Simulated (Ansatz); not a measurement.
An Ansatz run on PbS (rocksalt) left the output below. The cell was relaxed with r2SCAN and then strained (epitaxial -1.0 % in the plane normal to [111], free normal strain +1.01 %), with the atoms relaxed again with r2SCAN; k points keep the names of the unstrained zone.

The cell given to it:
```xyz
2
Lattice="0.0400 2.9973 2.9973 2.9973 0.0400 2.9973 2.9973 2.9973 0.0400" Properties=species:S:1:pos:R:3 pbc="T T T"
Pb    0.0000    0.0000    0.0000
S     3.0173    3.0173    3.0173
```

The output, standing remarks left out:
```
scf.n_extra_bands = 4 over 10 filled bands (N_el = 20.0): the run solves 14 bands
Crystal: 2 atoms, lattice volume = 52.779 Å³
Basis set: ecut = 420 eV, 1001 PW (Γ)
Bands: 14, of which v1, the nominal top of the filled ones, is band 10 counted from 1 (9 counted from 0)
Symmetry: 12 space group operations
Space group: R-3m (ITA 166)
k-points: 65 of 512
preconditioner: auto → none  [insulator: Δε(μ)=0.290 eV  σ=0.020 eV  ℏωp=22.9 eV]
SCF 1 converged in 6 iterations: F = -12809.562997 eV  dr2 = 1.38e-10
SCF converged after 6 iterations
Free energy (F): -12809.562997 eV
Fermi energy:    8.467749 eV
--- Forces (eV/Å), atoms counted from 1 ---
  atom   1  Pb      0.00000      0.00000      0.00000
  atom   2  S       0.00000      0.00000      0.00000
--- Stress (GPa, compression-positive) ---
        1.516214      -0.272149      -0.272149
       -0.272149       1.516214      -0.272149
       -0.272149      -0.272149       1.516214
  P = ⅓ Tr σ = 1.5162 GPa (15.162 kbar)
--- Band table (eV; the first three rows and the last of 65) ---
  k-point 0: bands = […, -8.5272, -5.2244, 2.2170, 6.0526, 6.2015, 6.2015, 13.4458, 13.4458, 13.4583, 14.8322]
  k-point 1: bands = […, -8.5276, -5.0928, 1.7900, 6.1118, 6.2374, 6.5001, 12.2369, 12.6699, 12.6791, 14.9640]
  k-point 2: bands = […, -8.5170, -4.7281, 0.8605, 6.2417, 6.3407, 7.1177, 10.6029, 11.4524, 11.4880, 15.1281]
  k-point 64: bands = […, -8.4980, -4.0366, -0.5773, 6.5826, 6.5826, 8.3376, 8.7645, 10.3667, 10.3667, 16.9037]
```

bands.tsv, columns around the gap (it counts bands from 0):
```tsv
# k_distance	band_5	band_6	band_7	band_8	band_9	band_10	band_11	band_12	band_13
# fermi_ev = 8.467749
# [0, 0, 0] at k_distance = 0.000000
# [0.5, 0, 0.5] at k_distance = 1.055306
# [0.625, 0.25, 0.625] at k_distance = 1.425925
# [0.375, 0.375, 0.75] at k_distance = 2.076446
# [0.5, 0.5, 0.5] at k_distance = 2.726967
# [0.5, 0.25, 0.75] at k_distance = 3.478124
# [0, 0, 0.5] at k_distance = 4.219362
# levels_relative_to = fermi_ev
0.000	-13.692	-6.251	-2.415	-2.266	-2.266	4.978	4.978	4.991	6.364
1.055	-12.069	-7.373	-5.298	-3.629	-3.503	3.707	5.260	5.432	5.518
1.426	-12.080	-8.147	-4.889	-3.020	-2.635	3.159	3.935	4.825	5.965
2.076	-12.080	-8.147	-4.889	-3.020	-2.635	3.159	3.935	4.825	5.965
2.727	-12.504	-9.045	-1.885	-1.885	-0.130	0.297	1.899	1.899	8.436
3.478	-12.029	-8.093	-4.543	-4.531	-1.202	1.992	4.404	4.514	7.896
4.219	-12.472	-8.948	-1.978	-1.922	-0.233	0.152	1.714	1.789	8.452
```
In order the rows are Γ, X, U, K, L, W, L.

Q: Reconstruct the input.

A:
```yaml
crystal:
  # lattice and atoms as above
kpoints:
  mp_grid: { grid: [8, 8, 8] }
  band_path:
    path:
      - [0.0, 0.0, 0.0]
      - [0.5, 0.0, 0.5]
      - [0.625, 0.25, 0.625]
      - [0.375, 0.375, 0.75]
      - [0.5, 0.5, 0.5]
      - [0.5, 0.25, 0.75]
      - [0.0, 0.0, 0.5]
    npoints: 1
hamiltonian:
  xc: pbe
scf:
  occupations: { method: fermi_dirac, width: 0.02 }
  n_extra_bands: 4
output:
  forces: true
  stress: true
  eigenvalues: true
```
There is no exchange loop, so no exact exchange. A single point prints forces and stress when the output block asks for them. The lines shown narrow the functional down without fixing it; this is the one that was run. This is the file that was run, less any keys that only write grids; thresholds and some counts can't be read off the log exactly.

Command: `ansatz run input.yaml --threads 2 --pin off --max-ram 29491MiB --backend cpu --events-out ev --progress --plain --runs-dir out`.

Q: It took 1.5 s on 2 threads of AMD EPYC 7R13 Processor (Zen 3), with other jobs on the host, load about 0.7 per core. What peak of host memory did it reach?

A: About 0.48 GiB.

The values are computed, spin-unpolarised, and not measurements.

Spin-orbit coupling is left out; in compounds of Pb, Bi, Tl or Hg it can lower a gap by up to about 1 eV, split its edges or invert the bands.
